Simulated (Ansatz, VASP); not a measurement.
**One calculation of Os, two programs**

File POSCAR:

```
Os
1.0
   -1.5458256832      1.5458256832      1.5458256832
    1.5458256832     -1.5458256832      1.5458256832
    1.5458256832      1.5458256832     -1.5458256832
Os
1
Direct
    0.0000000000      0.0000000000      0.0000000000
```

INCAR.step1

```
SYSTEM = Os
ALGO = Normal
EDIFF = 1E-4
ENCUT = 520
GGA = PE
ISMEAR = 0
LASPH = .True.
LCHARG = .False.
LREAL = .False.
LWAVE = .True.
NBANDS = 10
NELM = 80
PREC = Accurate
SIGMA = 0.05
```

File INCAR.step2:

```
SYSTEM = Os
ALGO = Normal
EDIFF = 1E-7
ENCUT = 520
ISIF = 2
ISMEAR = 0
ISTART = 1
LASPH = .True.
LCHARG = .False.
LMIXTAU = .True.
LREAL = .False.
LWAVE = .False.
METAGGA = R2SCAN
NBANDS = 10
NELM = 80
PREC = Accurate
SIGMA = 0.05
```

KPOINTS

```
k-points
0
Gamma
  18 18 18
  0 0 0
```

Input for Ansatz:

```yaml
crystal:
  lattice:
    - [-1.5458256832, 1.5458256832, 1.5458256832]
    - [1.5458256832, -1.5458256832, 1.5458256832]
    - [1.5458256832, 1.5458256832, -1.5458256832]
  atoms:
    - { symbol: Os, position: [0.0, 0.0, 0.0] }
basis:
  ecutwfc: 600
  ecutrho_ratio: 5
kpoints:
  mp_grid: { grid: [18, 18, 18] }
hamiltonian:
  xc: r2scan
scf:
  occupations: { method: gaussian, width: 0.05 }
output:
  forces: true
  stress: true
  eigenvalues: true
```

The cell was built by a generator and needn't be a form met in nature.

Alike in both runs: task single point; functional r2SCAN; k mesh 18 × 18 × 18; occupations gaussian, width 0.05 eV; no spin polarisation.

|  | VASP | Ansatz |
| --- | --- | --- |
| version | VASP 6.6.1 | Ansatz 0.2.0 |
| potentials or method | VASP PAW PBE potentials, release 64 (Os) | scalar-relativistic, plane waves, PAW |
| plane-wave cutoff (eV) | 520 | 600 |
| valence electrons in the cell | 8 | 16 |

Ansatz gave:

```
gap on the k mesh at the Fermi level (eV) : none
pressure (GPa)                            : -7.6
```

Task: What did VASP give for the same quantities?

Result: gap on the k mesh at the Fermi level (eV): none; pressure (GPa): -6.7.

A gap of «none» marks a metal or a gap that the smearing closes. The two sets of potentials don't hold the same shells in valence.

Caveats: the PAW data sets were made with another functional, which shifts forces and pressure a little (VASP). Spin-orbit coupling is left out, which matters for the levels of Os.
